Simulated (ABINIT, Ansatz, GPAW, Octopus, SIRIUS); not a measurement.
**Ni: programs and potentials compared**

```
Ni
1.0
    -1.38372    1.38372    1.38372
     1.38372   -1.38372    1.38372
     1.38372    1.38372   -1.38372
Ni
1
Direct
  0.00000 0.00000 0.00000
```

This isn't the form of Ni at room conditions, which is fcc.

Alike in all runs: task single point; functional PBEsol; k mesh 13 × 13 × 13; occupations fermi-dirac, width 0.05 eV; collinear spin, ferromagnetic start; no spin-orbit coupling. Pressure is positive in compression and, in plane waves, holds the error of the finite cutoff, which Ansatz's Pulay term estimates and takes out.

| program and potentials | plane-wave cutoff (eV) | notes | pressure (GPa) | net moment per atom (μB) |
| --- | --- | --- | --- | --- |
| Ansatz, Ansatz PAW | 420 | potentials made for PBE, which Ansatz adapts in part; 18 valence electrons an atom on average; Pulay term of +0.06 GPa included | -2.43 | 0.59 |
| GPAW, PAW data sets generated for this functional | 600 | 16 valence electrons an atom on average; this data set often lies off other programs | 0.51 | 0.58 |
| SIRIUS, PseudoDojo 0.4.1 PBEsol standard (scalar relativistic) | 1333 | 18 valence electrons an atom on average | -2.39 | 0.60 |
| Ansatz, all-electron LAPW, scalar-relativistic | - | - | -2.43 | 0.59 |
| ABINIT, PseudoDojo NC SR PBEsol v0.4.1 standard | 1333 | 18 valence electrons an atom on average | -2.39 | 0.60 |
| Octopus, pseudodojo_pbesol (PseudoDojo 0.4, PBEsol) | - | 18 valence electrons an atom on average | - | 0.60 |

The pressure spans -2.43 (Ansatz, all-electron LAPW, scalar-relativistic) to 0.51 GPa (GPAW, PAW data sets generated for this functional), with all-electron results at -2.43. The net moment per atom spans 0.58 (GPAW, PAW data sets generated for this functional) to 0.60 μB (Octopus, pseudodojo_pbesol (PseudoDojo 0.4, PBEsol)), with all-electron results at 0.59. The state is the one that the start led to, which needn't be the lowest. The pressure on the cell as given of GPAW, PAW data sets generated for this functional lies far from the others; the cause wasn't traced.

The functional is the same throughout but for its coding, so the spread measures potentials, basis and numerics; runs on potential files found faulty are left out.
